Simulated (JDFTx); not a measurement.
LiH and the effect of the functional

```cif
data_structure
_symmetry_space_group_name_H-M 'Fm-3m'
_symmetry_Int_Tables_number 225
_cell_length_a 4.0735
_cell_length_b 4.0735
_cell_length_c 4.0735
_cell_angle_alpha 90.000
_cell_angle_beta 90.000
_cell_angle_gamma 90.000
_cell_volume 67.59
loop_
_atom_site_label
_atom_site_type_symbol
_atom_site_symmetry_multiplicity
_atom_site_Wyckoff_symbol
_atom_site_fract_x
_atom_site_fract_y
_atom_site_fract_z
_atom_site_occupancy
Li1 Li 4 a 0.00000 0.00000 0.00000 1
H1 H 4 b 0.50000 0.00000 0.00000 1
```

Kept alike: task band structure; k mesh 11 × 11 × 11; occupations fermi-dirac, width 0.05 eV; no spin polarisation. Program: JDFTx, SG15-PBE-1.2 with smoothed tails, cutoff 1088 eV. The mesh is that of the run's cell of 2 atoms. No spin-orbit coupling.

| run | band gap (eV) |
| --- | --- |
| A | 2.808 |
| B | 2.683 |
| C | 3.684 |

Gaps are the smaller of the mesh's and the band path's. All rows use potentials made for PBE.

The runs differ in the functional alone: LDA; PBEsol; r2SCAN. Which run is which?

Run A is PBEsol; run B is LDA; run C is r2SCAN. The band gap runs from 2.683 (LDA) to 3.684 eV (r2SCAN).
